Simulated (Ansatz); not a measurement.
Crystal: Sn.

```xyz
2
Lattice="0.0000 3.2333 3.2333 3.2333 0.0000 3.2333 3.2333 3.2333 0.0000" Properties=species:S:1:pos:R:3 pbc="T T T"
Sn    4.8500    4.8500    4.8500
Sn    3.2333    3.2333    3.2333
```

This isn't the form of Sn at room conditions, which is tetragonal (white tin).

- Program: Ansatz 0.2.0
- Task: relaxation of cell and atoms
- Functional: HSE06
- Potentials or basis: Ansatz PAW
- Cutoff: 420 eV (not typed: the program's choice for these potentials)
- k mesh: 4 × 4 × 4
- Occupations: fermi-dirac, width 0.05 eV
- Spin: no spin polarisation

At the start: volume 33.80 Å³/atom.

Where does the relaxation end?

It ends after 5 steps and the volume is 35.62 Å³/atom (+5.4 %); space group Fd-3m (No. 227, to 0.05 Å).

The path:
```tsv
step	energy change (eV)	largest force (eV/Å)	volume (Å³)
1	0.0000	0.0000	67.61
2	-0.0164	0.0000	73.61
3	-0.0265	0.0000	71.42
4	-0.0266	0.0000	71.24
5	-0.0273	0.0000	71.24
```

Final structure:
```xyz
2
Lattice="0.0000 3.2903 3.2903 3.2903 0.0000 3.2903 3.2903 3.2903 0.0000" Properties=species:S:1:pos:R:3 pbc="T T T"
Sn    4.9355    4.9355    4.9355
Sn    3.2903    3.2903    3.2903
```

Caveat: the k mesh is coarse (spacing up to 0.42 Å⁻¹), so the values aren't converged, least of all with exact exchange; the plane-wave basis is chosen anew once the cell has moved, so the energies of steps on either side of that aren't comparable; the PAW data sets come from PBE, with cores solved anew for the run's functional, which leaves a small shift of forces and pressure.
